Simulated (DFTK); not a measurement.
# Co (P-3m1) in DFTK: reference runs

How does Co come out in PBE? The cell is run as given.

Everything below comes from runs of DFTK 0.8.2. Logs are shortened: lines on timing, memory, paths and dates and some standing lists are left out, and cuts for length are marked.

### Step 1. The structure

Symmetry: P-3m1, No. 164, trigonal system. Conventional cell: a = 2.487 Å, b = 2.487 Å, c = 4.063 Å, α = 90.00°, β = 90.00°, γ = 120.00°. Co (site symmetry 3m) is surrounded by 12 Co at 2.42 to 2.55 Å.

### Step 2. Single point, PBE, collinear spin, ferromagnetic start

The input, run.jl:

```julia
using DFTK
using PseudoPotentialData
using Unitful, UnitfulAtomic
using LinearAlgebra, Printf
include("save.jl")
disable_threading()

# lattice vectors are the columns
lattice = austrip(1u"Å") * [  2.4873648738  -1.2436824369            0.0;
                      0.0   2.1541211692            0.0;
                      0.0            0.0   4.0632895034]
symbols   = [:Co, :Co]
positions = [[0.3333333333, 0.6666666667, 0.740139],
             [0.6666666667, 0.3333333333, 0.259861]]
pseudopotentials = PseudoFamily("dojo.nc.sr.pbe.v0_4_1.standard.upf")
elements = Dict(s => ElementPsp(s, pseudopotentials) for s in unique(symbols))
atoms    = [elements[s] for s in symbols]
magnetic_moments = [2.0, 2.0]

build_model(lattice, positions; symmetries=true) =
    model_DFT(lattice, atoms, positions;
              functionals=PBE(),
              magnetic_moments,
              spin_polarization=:collinear,
              temperature=austrip(0.05u"eV"),
              smearing=Smearing.FermiDirac(),
              symmetries)
Ecut  = 48.0  # hartree
kgrid = [12, 12, 7]
tol   = 1e-6
to_GPa = ustrip(uconvert(u"GPa", 1u"hartree/bohr^3"))

model = build_model(lattice, positions)
basis = PlaneWaveBasis(model; Ecut, kgrid)
display(basis)
scfres = self_consistent_field(basis;
                               tol,
                               ρ=guess_density(basis, magnetic_moments),
                               nbandsalg=AdaptiveBands(model; n_bands_converge=24))
display(scfres.energies)
@printf "Fermi level: %.6f eV\n" ustrip(auconvert(u"eV", something(scfres.εF, NaN)))
forces = compute_forces_cart(scfres)
println("Forces (eV/Å)")
for (s, f) in zip(symbols, forces)
    @printf "%-3s %12.6f %12.6f %12.6f\n" s ustrip.(auconvert.(u"eV/Å", f))...
end
stress = compute_stresses_cart(scfres)
println("Stress (GPa)")
display(round.(stress * to_GPa; digits=4))
@printf "Total moment: %.4f μB\n" sum(spin_density(scfres.ρ)) * scfres.basis.dvol
println("Levels at the first k-point (eV): ", round.(ustrip.(auconvert.(u"eV", scfres.eigenvalues[1][1:scfres.n_bands_converge])); digits=4))
save_scf!(scfres; forces, stress)
```

Potentials or basis: dojo.nc.sr.pbe.v0_4_1.standard.upf (PBE).

Run with:

```bash
julia --threads=1 run.jl  # save.jl only writes the numbers to a file and isn't shown; printed stress counts tension as positive; times include loading and compiling
```

Standard output:

```text
PlaneWaveBasis discretization:

    Ecut                 : 48.0 Ha
    fft_size             : (32, 32, 50), 51200 total points
    kgrid                : MonkhorstPack([12, 12, 7])
    num.   red. kpoints  : 1008
    num. irred. kpoints  : 112

    Discretized Model(gga_x_pbe+gga_c_pbe, 3D):
        lattice (in Bohr)    : [4.70044   , -2.35022  , 0         ]
                               [0         , 4.0707    , 0         ]
                               [0         , 0         , 7.6785    ]
        unit cell volume     : 146.92 Bohr³

        atoms                : Co₂
        pseudopot. family    : PseudoFamily("dojo.nc.sr.pbe.v0_4_1.standard.upf")

        num. electrons       : 34
        spin polarization    : collinear
        temperature          : 0.0018375 Ha
        smearing             : DFTK.Smearing.FermiDirac()

        terms                : Kinetic()
                               AtomicLocal()
                               AtomicNonlocal()
                               Ewald(nothing)
                               PspCorrection()
                               Hartree()
                               Xc(gga_x_pbe, gga_c_pbe)
                               Entropy()
n     Energy            log10(ΔE)   log10(Δρ)   Magnet   |Magn|   Diag   Δtime
---   ---------------   ---------   ---------   ------   ------   ----   ------
  1   -306.0585743488                   -0.68    3.317    3.395    5.1    27.2s
  2   -306.0692896565       -1.97       -1.16    3.281    3.487    1.0    12.1s
  3   -306.0735379198       -2.37       -1.52    3.282    3.583    2.5    15.6s
  4   -306.0740192412       -3.32       -2.12    3.305    3.670    1.4    13.3s
  5   -306.0740305723       -4.95       -2.25    3.305    3.662    1.7    13.3s
  6   -306.0740405480       -5.00       -2.68    3.307    3.665    1.6    12.8s
  7   -306.0740426794       -5.67       -2.93    3.306    3.663    2.1    14.7s
  8   -306.0740432040       -6.28       -3.06    3.306    3.663    1.4    12.3s
  9   -306.0740435921       -6.41       -3.27    3.306    3.663    1.3    11.9s
 10   -306.0740437718       -6.75       -3.55    3.306    3.664    1.6    12.8s
 11   -306.0740438486       -7.11       -4.15    3.306    3.664    2.2    16.1s
 12   -306.0740438541       -8.26       -4.72    3.306    3.664    2.5    16.4s
 13   -306.0740438542       -9.98       -4.99    3.306    3.664    2.4    13.8s
 14   -306.0740438542      -10.45       -5.60    3.306    3.664    2.0    12.7s
 15   -306.0740438542      -11.25       -5.91    3.306    3.664    2.7    15.6s
 16   -306.0740438542      -11.88       -6.58    3.306    3.664    1.9    13.6s
Energy breakdown (in Ha):
    Kinetic             135.5291813
    AtomicLocal         -233.0553687
    AtomicNonlocal      -37.6597685
    Ewald               -199.0402215
    PspCorrection       8.6763558
    Hartree             75.5561528
    Xc                  -56.0798537
    Entropy             -0.0005214

    total               -306.074043854213
Fermi level: 12.210553 eV
Forces (eV/Å)
Co      0.000000    -0.000000     0.493558
Co     -0.000004     0.000002    -0.493558
Stress (GPa)
3×3 StaticArraysCore.SMatrix{3, 3, Float64, 9} with indices SOneTo(3)×SOneTo(3):
 -1.987   0.0     0.0
  0.0    -1.987  -0.0
  0.0     0.0     0.8068
Total moment: 3.3063 μB
Levels at the first k-point (eV): [-83.8302, -83.7732, -47.2978, -47.011, -47.011, -46.9723, -46.9634, -46.9634, 3.2065, 6.9402, 9.4371, 9.4923, 9.4923, 9.792, 9.792, 10.1995, 10.1995, 11.2759, 11.2759, 11.9514, 18.2583, 34.0903, 36.7452, 36.7452]
```

Wall time 5.7 min (1 thread of Intel Xeon 6975P-C (Granite Rapids), shared host); peak memory 3 GiB.

Results:

- Free energy: -8328.6990 eV
- Pressure: 1.1 GPa
- Largest force: 0.494 eV/Å
- Band gap on the k mesh: none (metal or under the smearing width)
- Net moment: 3.31 μB per cell
- Absolute moment: 3.66 μB per cell
- Site moments: Co +1.65 μB

Forces in eV/Å, atoms in the order of the input:
```
Co   0.000  0.000  0.494
Co   0.000  0.000 -0.494
```
